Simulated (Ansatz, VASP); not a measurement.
## GaSb3: VASP beside Ansatz

The input INCAR:

```
SYSTEM = GaSb3
ALGO = Normal
EDIFF = 1E-6
ENCUT = 520
GGA = CA
ISIF = 2
ISMEAR = 0
LASPH = .True.
LCHARG = .False.
LREAL = .False.
LWAVE = .False.
NBANDS = 22
NELM = 60
PREC = Accurate
SIGMA = 0.15
```

File KPOINTS:

```
k-points
0
Gamma
  10 10 10
  0 0 0
```

The input POSCAR:

```
GaSb3
1.0
    0.0000000000      3.5248611222      3.6203848586
    3.5248611222      0.0000000000      3.6203848586
    3.5248611222      3.5248611222      0.0000000000
Ga Sb
1 3
Direct
    0.0000000000      0.0000000000      0.0000000000
    0.2500000000      0.2500000000      0.2500000000
    0.7500000000      0.7500000000      0.7500000000
    0.5000000000      0.5000000000      0.5000000000
```

Input for Ansatz:

```yaml
crystal:
  lattice:
    - [0.0, 3.5248611222, 3.6203848586]
    - [3.5248611222, 0.0, 3.6203848586]
    - [3.5248611222, 3.5248611222, 0.0]
  atoms:
    - { symbol: Ga, position: [0.0, 0.0, 0.0] }
    - { symbol: Sb, position: [0.25, 0.25, 0.25] }
    - { symbol: Sb, position: [0.75, 0.75, 0.75] }
    - { symbol: Sb, position: [0.5, 0.5, 0.5] }
basis:
  ecutwfc: 420
kpoints:
  mp_grid: { grid: [10, 10, 10] }
hamiltonian:
  xc: lda
  pseudopotentials: { kind: paw, azcp: { folder: soft_1 } }
scf:
  occupations: { method: gaussian, width: 0.15 }
output:
  forces: true
  stress: true
  eigenvalues: true
```

Alike in both runs: task single point; functional LDA; k mesh 10 × 10 × 10; occupations gaussian, width 0.15 eV; no spin polarisation.

|  | VASP | Ansatz |
| --- | --- | --- |
| version | VASP 6.6.1 | Ansatz 0.2.0 |
| potentials or method | VASP PAW LDA potentials, release 64 (Ga_d, Sb) | scalar-relativistic, plane waves, PAW |
| plane-wave cutoff (eV) | 520 | 420 |
| valence electrons in the cell | 28 | 58 |

|  | VASP | Ansatz | Ansatz less VASP |
| --- | --- | --- | --- |
| gap on the k mesh at the Fermi level (eV) | none | none | - |
| pressure (GPa) | 4.4 | 4.2 | -0.21 |
| largest component of the traceless stress (GPa) | 1.13 | 1.12 | -0.015 |

A gap of «none» marks a metal or a gap that the smearing closes. The two sets of potentials don't hold the same shells in valence. Ansatz warned: «pseudo_functional_mismatch».

Spin-orbit coupling is left out, which matters for the levels of Sb.
